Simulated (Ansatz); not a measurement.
Nb (fcc type), DFT, PBE, PAW with Ansatz's default frozen-core files, scalar-relativistic (Ansatz 0.2.0), on 1 thread of Arm Neoverse V1 (shared host).

Command: `ansatz run input.yaml --threads 1 --pin off --max-ram 3584MiB --backend cpu --events-out ev --progress --plain --runs-dir out`

```yaml
crystal:
  lattice:
    - [0.0, 2.0849260709, 2.0849260709]
    - [2.0849260709, 0.0, 2.0849260709]
    - [2.0849260709, 2.0849260709, 0.0]
  atoms:
    - { symbol: Nb, position: [0.0, 0.0, 0.0] }
kpoints:
  mp_grid: { grid: [16, 16, 16] }
scf:
  occupations: { method: fermi_dirac, width: 0.05 }
hamiltonian:
  xc: pbe
  pseudopotentials: { kind: paw }
output:
  forces: true
  stress: true
relax:
  f_tol: 0.005
  max_steps: 40
  cell: {}
```

Q: How large is the problem that the program sets up?

A: 145 irreducible k-points, 339 plane waves at Γ, 11 bands.

Q: About how long does it take?

A: 8.4 s of wall time for 26 SCF iterations over 4 geometries. Times on shared machines scatter by tens of per cent.
